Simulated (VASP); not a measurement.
# BAs (F-43m) in VASP: settings compared, part 2 of 2

VASP 6.6.1. Earlier steps stand in the parts before.

### Step 3. Single point, PBE+D3(BJ)

This run uses another cell than the first one, of 9.88 Å³/atom, 0.706 times its volume.

File INCAR:

```
PREC = Accurate
ENCUT = 520
EDIFF = 1E-6
ISMEAR = 1
SIGMA = 0.014
LREAL = False
LASPH = True
NELM = 100
ALGO = Normal
ISIF = 2
LWAVE = False
LCHARG = False
GGA = PE
IVDW = 12
NBANDS = 11
```

File KPOINTS:

```
Automatic mesh
0
Gamma
  1 1 1
```

File POSCAR:

```
BAs
1.0
    0.0000000000      2.1456129803      2.1456129803
    2.1456129803      0.0000000000      2.1456129803
    2.1456129803      2.1456129803      0.0000000000
B As
1 1
Direct
    0.2500000000      0.2500000000      0.2500000000
    0.0000000000      0.0000000000      0.0000000000
```

Potentials or basis: VASP PAW PBE potentials, release 64 (B, As).

Command:

```
$ cat potpaw_PBE.64/B/POTCAR potpaw_PBE.64/As/POTCAR > POTCAR
$ mpirun -np 1 vasp_gam > vasp.out
```

OUTCAR:

```text
PREC = Accurate
   ENCUT = 520
   EDIFF = 1E-6
   ISMEAR = 1
   LREAL = False
   LASPH = True
   NELM = 100
   ISIF = 2
   GGA = PE
   IVDW = 12
 IVDW          = 12

 ion  position               nearest neighbor table
   1  0.250  0.250  0.250-   2 1.86   2 1.86   2 1.86   2 1.86
   2  0.000  0.000  0.000-   1 1.86   1 1.86   1 1.86   1 1.86

  LATTYP: Found a face centered cubic cell.
 ALAT       =     4.2912259606

  Lattice vectors:

 A1 = (   0.0000000000,   2.1456129803,   2.1456129803)
 A2 = (   2.1456129803,   0.0000000000,   2.1456129803)
 A3 = (   2.1456129803,   2.1456129803,   0.0000000000)

Analysis of symmetry for initial positions (statically):
=====================================================================
 Subroutine PRICEL returns:
 Original cell was already a primitive cell.

 Routine SETGRP: Setting up the symmetry group for a
 face centered cubic supercell.

 Subroutine GETGRP returns: Found 24 space group operations
 (whereof 24 operations were pure point group operations)
 out of a pool of 48 trial point group operations.

The static configuration has the point symmetry T_d .

Analysis of symmetry for dynamics (positions and initial velocities):
=====================================================================
 Subroutine PRICEL returns:
 Original cell was already a primitive cell.

 Routine SETGRP: Setting up the symmetry group for a
 face centered cubic supercell.

 Subroutine GETGRP returns: Found 24 space group operations
 (whereof 24 operations were pure point group operations)
 out of a pool of 48 trial point group operations.

The dynamic configuration has the point symmetry T_d .

 Subroutine INISYM returns: Found 24 space group operations
 (whereof 24 operations are pure point group operations),
 and found     1 'primitive' translations

----------------------------------------------------------------------------------------

                                     Primitive cell

  volume of cell :      19.7553

  direct lattice vectors                    reciprocal lattice vectors
     0.000000000  2.145612980  2.145612980    -0.233033639  0.233033639  0.233033639
     2.145612980  0.000000000  2.145612980     0.233033639 -0.233033639  0.233033639
     2.145612980  2.145612980  0.000000000     0.233033639  0.233033639 -0.233033639

  length of vectors
     3.034354976  3.034354976  3.034354976     0.403626102  0.403626102  0.403626102

  position of ions in fractional coordinates (direct lattice)
     0.250000000  0.250000000  0.250000000
     0.000000000  0.000000000  0.000000000

  ion indices of the primitive-cell ions
   primitive index   ion index
                 1           1
                 2           2

----------------------------------------------------------------------------------------

 KPOINTS: Automatic mesh

Automatic generation of k-mesh.
 Grid dimensions read from file:
 generate k-points for:    1    1    1

 Generating k-lattice:

  Cartesian coordinates                     Fractional coordinates (reciprocal lattice)
    -0.233033639  0.233033639  0.233033639     1.000000000  0.000000000  0.000000000
     0.233033639 -0.233033639  0.233033639     0.000000000  1.000000000  0.000000000
     0.233033639  0.233033639 -0.233033639     0.000000000  0.000000000  1.000000000

  Length of vectors
     0.403626102  0.403626102  0.403626102

  Shift w.r.t. Gamma in fractional coordinates (k-lattice)
     0.000000000  0.000000000  0.000000000

 Subroutine IBZKPT returns following result:
 ===========================================

 Found      1 irreducible k-points:

 Following reciprocal coordinates:
            Coordinates               Weight
  0.000000  0.000000  0.000000      1.000000
   k-points           NKPTS =      1   k-points in BZ     NKDIM =      1   number of bands    NBANDS=     11
   number of dos      NEDOS =    301   number of ions     NIONS =      2
   total plane-waves  NPLWV =  13824
   dimension x,y,z NGX =    24 NGY =   24 NGZ =   24
   dimension x,y,z NGXF=    48 NGYF=   48 NGZF=   48
   ions per type =               1   1
   NGX,Y,Z   is equivalent  to a cutoff of  13.15, 13.15, 13.15 a.u.
   NGXF,Y,Z  is equivalent  to a cutoff of  26.30, 26.30, 26.30 a.u.
 SYSTEM =  unknown system
   PREC   = accura    normal or accurate (medium, high low for compatibility)
   ISTART =      0    job   : 0-new  1-cont  2-samecut
   ICHARG =      2    charge: 1-file 2-atom 10-const
   ISPIN  =      1    spin polarized calculation?
   LNONCOLLINEAR =      F non collinear calculations
   LSORBIT =      F    spin-orbit coupling
   LASPH  =      T    aspherical Exc in radial PAW
   ENCUT  =  520.0 eV  38.22 Ry    6.18 a.u.   5.64  5.64  5.64*2*pi/ulx,y,z
   NELM   =    100;   NELMIN=  2; NELMDL= -5     # of ELM steps
   EDIFF  = 0.1E-05   stopping-criterion for ELM
   LREAL  =      F    real-space projection
   EDIFFG = 0.1E-04   stopping-criterion for IOM
   NSW    =      0    number of steps for IOM
   IBRION =     -1    ionic relax: 0-MD 1-quasi-New 2-CG
   NFREE  =      0    steps in history (QN), initial steepest desc. (CG)
   ISIF   =      2    stress and relaxation
   ISYM   =      2    0-nonsym 1-usesym 2-fastsym
   POTIM  = 0.5000    time-step for ionic-motion
   TEBEG  =    0.0;   TEEND  =   0.0 temperature during run
   PSTRESS=    0.0 pullay stress
   NELECT =       8.0000    total number of electrons
   NUPDOWN=      -1.0000    fix difference up-down
   EMIN   =  10.00;   EMAX   =-10.00  energy-range for DOS
   EFERMI =   0.00;   METHOD = LEGACY
   ISMEAR =     1;   SIGMA  =   0.01  broadening in eV -4-tet -1-fermi 0-gaus
   EFERMI_NEDOS =   21; number of points for ismear=-14 and -15
   IALGO  =     38    algorithm
   IMIX   =      4    mixing-type and parameters
     AMIX     =   0.40;   BMIX     =  1.00
     AMIX_MAG =   1.60;   BMIX_MAG =  1.00
  volume/ion in A,a.u.               =       9.88        66.66
  Fermi-wavevector in a.u.,A,eV,Ry     =   1.211184  2.288806 19.959292  1.466967
  Thomas-Fermi vector in A             =   2.346707
   LORBIT       =      0    0 simple, 1 ext, 2 COOP (PROOUT), +10 PAW based schemes
   GGA     = PE    functional components
   LHFCALC =     F    Hartree Fock is set to
   AEXX    =    0.0000 exact exchange contribution
   IVDW    =    12    specifies the selected vdW correction
   LEPSILON=     F    determine dielectric tensor
   LRPA    =     F    only Hartree local field effects (RPA)
 non-spin polarized calculation
 Methfessel and Paxton  Order N= 1 SIGMA  =   0.01
  energy-cutoff  :      520.00
  volume of cell :       19.76
 maximum number of plane-waves:       266
 NGX is ok and might be reduce to    24
   NGX = 11   NGY = 11   NGZ = 11

 number of electron       8.0000000 magnetization

 Free energy of the ion-electron system (eV)
  ---------------------------------------------------
  ext. energy  EPLUGINS =         0.00000000
  ---------------------------------------------------
  free energy    TOTEN  =        19.67792462 eV

  energy without entropy =       19.67792462  energy(sigma->0) =       19.67792462

 E-fermi :  12.0810     XC(G=0): -11.4956

 val. band max:       12.0015704095   @ k =   0.0000   0.0000   0.0000
 cond. band min:      14.8757313718   @ k =   0.0000   0.0000   0.0000
 fundamental gap:      2.8741609623
 Fermi energy:        12.0809966792

 k-point     1 :       0.0000    0.0000    0.0000
  band No.  band energies     occupation
      1      -7.7118      2.00000
      2      12.0016      2.00000
      3      12.0016      2.00000
      4      12.0016      2.00000
      5      14.8757      0.00000
      6      14.8757      0.00000
      7      14.8757      0.00000
      8      20.4966      0.00000
      9      22.1754      0.00000
     10      25.2807      0.00000
     11      25.2808      0.00000

------------------------ aborting loop because EDIFF is reached ----------------------------------------

 Edisp (eV)   -0.91031

 E8    (eV) :    -0.3600

  FORCE on cell =-STRESS in cart. coord.  units (eV):
  Direction    XX          YY          ZZ          XY          YZ          ZX
  --------------------------------------------------------------------------------------
  -------------------------------------------------------------------------------------
  Total      34.33997    34.33997    34.33997     0.00000    -0.00000     0.00000
  in kB    2785.00705  2785.00705  2785.00705     0.00000    -0.00000     0.00000
  external pressure =     2785.01 kB  Pullay stress =        0.00 kB

 VOLUME and BASIS-vectors are now :
 -----------------------------------------------------------------------------
  energy-cutoff  :      520.00
  volume of cell :       19.76
      direct lattice vectors                 reciprocal lattice vectors
     0.000000000  2.145612980  2.145612980    -0.233033639  0.233033639  0.233033639
     2.145612980  0.000000000  2.145612980     0.233033639 -0.233033639  0.233033639
     2.145612980  2.145612980  0.000000000     0.233033639  0.233033639 -0.233033639

 POSITION                                       TOTAL-FORCE (eV/Angst)
 -----------------------------------------------------------------------------------
      1.07281      1.07281      1.07281        -0.000000     -0.000000     -0.000000
      0.00000      0.00000      0.00000         0.000000      0.000000      0.000000
 -----------------------------------------------------------------------------------
    total drift:                                0.000000      0.000000      0.000000

  FREE ENERGIE OF THE ION-ELECTRON SYSTEM (eV)
  ---------------------------------------------------
  free  energy   TOTEN  =        18.7676136953 eV

  energy  without entropy=       18.7676136953  energy(sigma->0) =       18.76761370
```

Run time: 2.8 s. Hardware: 1 thread of Intel Xeon Platinum 8259CL at 2.50GHz (Skylake/Cascade Lake), shared host; peak memory 0.14 GiB.

What came out:

```yaml
Free_energy: 18.7676 eV
Pressure: 278.5 GPa
Band_gap_on_the_k_mesh: 2.87 eV, direct
Dispersion_energy_per_atom: -0.455 eV
```

Caveat: the k mesh is coarse (spacing up to 2.54 Å⁻¹), so the values aren't converged; a pressure of tens of GPa on the cell as given is suspect, and the run, the potentials or the cell itself is likely at fault; an odd mesh through Γ misses points on the zone boundary, where band edges often lie.

### Step 4. Single point, PBE

File INCAR:

```
PREC = Accurate
ENCUT = 520
EDIFF = 1E-6
ISMEAR = 1
SIGMA = 0.1
LREAL = F
LASPH = T
NELM = 80
ALGO = Normal
ISIF = 2
LWAVE = F
LCHARG = F
GGA = PE
NBANDS = 11
```

File KPOINTS:

```
Automatic mesh
0
Gamma
  6 6 6
```

File POSCAR:

```
BAs
1.0
    0.0000000000      2.4096270000      2.4096270000
    2.4096270000      0.0000000000      2.4096270000
    2.4096270000      2.4096270000      0.0000000000
B As
1 1
Direct
    0.2500000000      0.2500000000      0.2500000000
    0.0000000000      0.0000000000      0.0000000000
```

Command:

```
$ cat potpaw_PBE.64/B/POTCAR potpaw_PBE.64/As/POTCAR > POTCAR
$ mpirun -np 1 vasp_std > vasp.out
```

Wall time 6.6 s (1 thread of Intel Xeon Platinum 8259CL at 2.50GHz (Skylake/Cascade Lake), shared host); peak memory 0.15 GiB.

Results (log left out):

```yaml
Free_energy: -11.3950 eV
Pressure: -0.2 GPa
Band_gap_on_the_k_mesh: 1.29 eV, indirect (least direct gap 3.24 eV)
```

Levels at points of the mesh, in eV from the valence-band top:
```csv
k point,band 1,band 2,band 3,band 4,band 5,band 6,band 7,band 8
"(0.00, 0.00, 0.00)",-15.16,0.00,0.00,0.00,3.24,3.24,3.24,4.35
"(0.50, 0.00, 0.00)",-12.39,-8.60,-1.78,-1.78,2.54,4.75,4.75,8.81
"(0.50, 0.50, 0.00)",-11.11,-8.39,-3.97,-3.97,1.46,1.46,11.12,11.12
```

### Step 5. The runs side by side

```csv
level,cell,k mesh,smearing,mesh quality,gap on the mesh (eV),pressure (GPa)
PBE,"F-43m, 13.99 Å³/atom",6 × 6 × 6,gaussian 0.1 eV,not flagged,1.29,-0.2
PBE+D3(BJ),"F-43m, 9.88 Å³/atom",1 × 1 × 1,methfessel-paxton 0.014 eV,coarse,2.87,278.5
PBE,"F-43m, 13.99 Å³/atom",6 × 6 × 6,methfessel-paxton 0.1 eV,not flagged,1.29,-0.2
```

Alike in all rows: task single point; potentials or basis VASP PAW PBE potentials, release 64 (B, As); no spin polarisation; cutoff (eV) 520.

Caveats: some runs use coarse meshes; a pressure of tens of GPa on the cell as given is suspect, and the run, the potentials or the cell itself is likely at fault (some runs); an odd mesh through Γ misses points on the zone boundary, where band edges often lie (some runs).

Total energies depend on the potentials used, so only differences within one code and one set of settings carry meaning.
